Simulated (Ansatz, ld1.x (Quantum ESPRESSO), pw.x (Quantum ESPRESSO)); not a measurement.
# What a changed setting does to a pw.x run (bcc Pt)

Potential: norm-conserving Troullier–Martins (Kleinman–Bylander form), ld1.x (Quantum ESPRESSO) 7.5, PBE; core [Xe] 4f14, reference 5d9 6s1 6p0; waves: 6p (bound, empty): rc 3.88 bohr; 5d (bound): rc 1.55 bohr; 5f channel at -0.1 Ry: rc 3.65 bohr; 6s (bound): rc 1.75 bohr; local part: the s channel; core correction: a·sin(br)/r model core inside 1.25 bohr.

The reference run (k-mesh 15³, cutoffs 85/340 Ry, Fermi–Dirac 0.01 Ry, mixing_beta 0.4, conv_thr 1e-9, no spin) gives 2.04 GPa at 15.859 Å³/atom, where all-electron LAPW gives -0.19 GPa. This run, with its own iteration cap, changes degauss to 0.002.

```
&control
  calculation='scf', prefix='x', pseudo_dir='./', outdir='./tmp', tstress=.true., disk_io='none'
/
&system
  ibrav=0, nat=1, ntyp=1, ecutwfc=85, ecutrho=340, nbnd=12,
  occupations='smearing', smearing='fd', degauss=0.002
/
&electrons
  conv_thr=1e-09, mixing_beta=0.4, electron_maxstep=60
/
ATOMIC_SPECIES
Pt 1.0 Pt.UPF
CELL_PARAMETERS angstrom
  -1.58272430 1.58272430 1.58272430
  1.58272430 -1.58272430 1.58272430
  1.58272430 1.58272430 -1.58272430
ATOMIC_POSITIONS crystal
Pt 0.0000 0.0000 0.0000
K_POINTS automatic
15 15 15 0 0 0
```

```bash
pw.x < Pt.scf.in > Pt.scf.out
```

How does the run end?

It converges in 7 iterations; the free energy moves by +24.9 meV/atom and the pressure by -0.47 GPa. In a metal, with Fermi–Dirac smearing, F lies below its zero-width value by a term in the square of the width.

```
Message from routine setup:
     using ibrav=0 with symmetry is DISCOURAGED, use correct ibrav instead
     lattice parameter (alat)  =       5.1804  a.u.
     unit-cell volume          =     107.0218 (a.u.)^3
     number of electrons       =        10.00
     number of Kohn-Sham states=           12
     kinetic-energy cutoff     =      85.0000  Ry
     charge density cutoff     =     340.0000  Ry
     scf convergence threshold =      1.0E-09
     Exchange-correlation= PBE
     number of k points=   120  Fermi-Dirac smearing, width (Ry)=  0.0020
     iteration #  1     ecut=    85.00 Ry     beta= 0.40
     total energy              =     -68.22925386 Ry
     estimated scf accuracy    <       0.08077494 Ry
     iteration #  2     ecut=    85.00 Ry     beta= 0.40
     total energy              =     -68.23913553 Ry
     estimated scf accuracy    <       0.00273717 Ry
     iteration #  3     ecut=    85.00 Ry     beta= 0.40
     total energy              =     -68.23951327 Ry
     estimated scf accuracy    <       0.00026729 Ry
     iteration #  4     ecut=    85.00 Ry     beta= 0.40
     total energy              =     -68.23952358 Ry
     estimated scf accuracy    <       0.00000380 Ry
     iteration #  5     ecut=    85.00 Ry     beta= 0.40
     total energy              =     -68.23952425 Ry
     estimated scf accuracy    <       0.00000034 Ry
     iteration #  6     ecut=    85.00 Ry     beta= 0.40
     total energy              =     -68.23952431 Ry
     estimated scf accuracy    <       0.00000006 Ry
     iteration #  7     ecut=    85.00 Ry     beta= 0.40
     the Fermi energy is    16.3791 ev
!    total energy              =     -68.23952432 Ry
     estimated scf accuracy    <          1.7E-10 Ry
     smearing contrib. (-TS)   =      -0.00013991 Ry
     The total energy is F=E-TS. E is the sum of the following terms:
     one-electron contribution =      15.30946864 Ry
     hartree contribution      =       4.38249034 Ry
     xc contribution           =     -27.09322374 Ry
     ewald contribution        =     -60.83811965 Ry
     convergence has been achieved in   7 iterations
          total   stress  (Ry/bohr**3)                   (kbar)     P=       15.63
     Message from routine punch:
     Nothing written, as per user request (disk_io='none')
```

The run took about 11 s on one core of a shared host (AMD EPYC 9R45 96-Core Processor, 96 threads, 376 GiB, load 39).
